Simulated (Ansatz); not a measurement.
Here is an Ansatz 0.2.0 calculation.

The input input.yaml:

```yaml
crystal:
  lattice:
    - [2.8154890579, 0.0, 0.0]
    - [-0.0129553469, 2.8201795887, 0.0]
    - [-1.1378916452, -1.1854109603, 4.9240140333]
  atoms:
    - { symbol: Au, position: [0.672862, 0.665962, 0.274055] }
    - { symbol: Au, position: [0.327138, 0.334038, 0.725945] }
kpoints:
  mp_grid: { grid: [8, 8, 4] }
  band_path:
    path: [[0.5, 0.0, 0.0], [0.0, 0.0, 0.0], [0.0, -0.5, 0.0]]
    npoints: 10
scf:
  occupations: { method: fermi_dirac, width: 0.05 }
hamiltonian:
  xc: pbesol
  pseudopotentials: { kind: all_electron, lapw: { basis_error: 0.001 } }
output:
  forces: true
  stress: true
  eigenvalues: true
```

Potentials or basis: all-electron LAPW, scalar-relativistic.

The run is started by

```bash
$ ansatz run input.yaml --threads 1 --pin off --max-ram 3072MiB --backend cpu --events-out ev --progress --plain --runs-dir out
```

Question: What does it give for the band gap along the path?

Answer: None (metal or under the smearing width).

Question: Estimate the pressure.

Answer: -8.3 GPa.

Question: Predict the largest force.

Answer: 0.153 eV/Å.

Stress tensor (GPa, compression positive):
```
-9.02  0.29  0.60
 0.29 -9.32  0.40
 0.60  0.40 -6.61
```

Caveat: the k mesh is thin for a metal, which can move the energy by tens of meV per atom; spin-orbit coupling is left out, which moves the levels of the heavy elements.
